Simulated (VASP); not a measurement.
Runs of VASP 6.6.1 on ZnS (Wurtzite-4H). The structure is hexagonal, space group P6_3mc (No. 186). Conventional cell: a = 3.823 Å, b = 3.823 Å, c = 12.520 Å, α = 90.00°, β = 90.00°, γ = 120.00°. Around Zn (site symmetry 3m) lie 4 S at 2.34 to 2.35 Å. Zn (site symmetry 3m) is surrounded by 4 S at 2.34 to 2.35 Å. S (site symmetry 3m) is surrounded by 4 Zn at 2.34 to 2.35 Å. Around S (site symmetry 3m) lie 4 Zn at 2.34 to 2.35 Å. 

| task | level | cell | cutoff (eV) | smearing | gap on the mesh (eV) | pressure (GPa) | relaxed volume (Å³/atom) | largest force (eV/Å) |
| --- | --- | --- | --- | --- | --- | --- | --- | --- |
| band structure | PW91 | as given | 520 | fermi-dirac 0.05 eV | 2.12 | 1.4 | - | 0.04 |
| relaxation of cell and atoms | PBE | relaxed | 600 | fermi-dirac 0.05 eV | (b) | 0.0 | 20.20 | 0.01 |
| relaxation of cell and atoms | BLYP | relaxed | 600 | fermi-dirac 0.05 eV | 1.80 | 0.0 | 21.31 | 0.01 |
| band structure | BLYP | as given | 520 | fermi-dirac 0.05 eV | 2.14 | - | - | - |
| relaxation of cell and atoms | PBEsol+D3 | relaxed | 600 | fermi-dirac 0.05 eV | 2.24 | 0.0 | 18.75 | - |
| relaxation of cell and atoms | RPBE+D3 | relaxed | 600 | fermi-dirac 0.05 eV | 2.34 | 0.0 | 19.62 | - |
| relaxation of cell and atoms | vdW-DF-cx | relaxed | 600 | fermi-dirac 0.05 eV | 2.12 | 0.0 | 19.50 | - |
| relaxation of cell and atoms | PBE+TS | relaxed | 600 | fermi-dirac 0.05 eV | 2.09 | 0.0 | (d) | 0.01 |
| single point | PBE | as given | 520 | gaussian 0.011 eV | (a) | 1.5 | - | 0.04 |
| band structure | revPBE | as given | 520 | fermi-dirac 0.05 eV | 2.26 | - | - | - |
| relaxation of cell and atoms | BLYP+D3 | relaxed | 600 | fermi-dirac 0.05 eV | 2.14 | 0.0 | 19.78 | 0.01 |
| relaxation of cell and atoms | BEEF-vdW | relaxed | 600 | fermi-dirac 0.05 eV | (c) | 0.0 | 20.52 | 0.01 |

Alike in all rows: potentials or basis VASP PAW PBE potentials, release 64 (Zn, S); no spin polarisation; k mesh 8 × 8 × 3.

Fill in the values left out.

(a) 2.13; (b) 2.04; (c) 2.10; (d) 19.96.

Caveats: the PAW data sets were made with another functional, which shifts forces and pressure a little (some runs); an odd mesh through Γ misses points on the zone boundary, where band edges often lie (some runs).

Not every run made on this cell is shown here.
